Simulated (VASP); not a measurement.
Here is a VASP 6.6.1 calculation.

File POSCAR:

```
CdS
1.0
    4.1638355949      0.0000000000      0.0000000000
   -2.0819177975      3.6059874024      0.0000000000
    0.0000000000      0.0000000000      6.7660831627
Cd S
2 2
Direct
    0.3333333333      0.6666666667     -0.0009655226
    0.6666666667      0.3333333333      0.4990344774
    0.3333333333      0.6666666667      0.3759655226
    0.6666666667      0.3333333333      0.8759655226
```

Contents of INCAR.step1:

```
SYSTEM = CdS
PREC = Accurate
ENCUT = 520
ISMEAR = 0
SIGMA = 0.02
LREAL = .FALSE.
LASPH = .TRUE.
NELM = 100
NBANDS = 26
GGA = PE
ALGO = Normal
EDIFF = 1E-4
LWAVE = .TRUE.
LCHARG = .FALSE.
```

The input INCAR.step2:

```
SYSTEM = CdS
PREC = Accurate
ENCUT = 520
EDIFF = 1E-7
ISMEAR = 0
SIGMA = 0.02
LREAL = .FALSE.
LASPH = .TRUE.
NELM = 100
ALGO = Normal
ISIF = 2
LWAVE = .FALSE.
LCHARG = .TRUE.
METAGGA = R2SCAN
LMIXTAU = .TRUE.
LELF = .TRUE.
LVHAR = .TRUE.
NBANDS = 26
ISTART = 1
```

The input KPOINTS:

```
regular mesh
0
G
  9 9 4
  0 0 0
```

Potentials or basis: VASP PAW PBE potentials, release 64 (Cd, S).

Launch:

```console
$ cat potpaw_PBE.64/Cd/POTCAR potpaw_PBE.64/S/POTCAR > POTCAR
$ cp INCAR.step1 INCAR
$ mpirun -np 1 vasp_std > vasp.out
$ cp INCAR.step2 INCAR
$ mpirun -np 1 vasp_std > vasp.out
```

(1) What does it give for the pressure?

(2) Estimate the band gap on the k mesh.

Results:

(1) 0.3 GPa.

(2) 1.63 eV, direct.

Caveat: the PAW data sets were made with another functional, which shifts forces and pressure a little.

**The experiment to reproduce.**

“Isotope dependence of band-gap energy”, 2008, arxiv:0807.2152 quotes, for a bulk crystal of CdS: band gap 2.5809 ± 0.0002 eV.

Against the measured gap of CdS, 2.5809 eV (quoted in “Isotope dependence of band-gap energy”, 2008, arxiv:0807.2152), the calculated 1.63 eV is off by -0.95 eV. Spin-orbit coupling on Cd is left out. The value is that of r2SCAN, without temperature or zero-point motion.
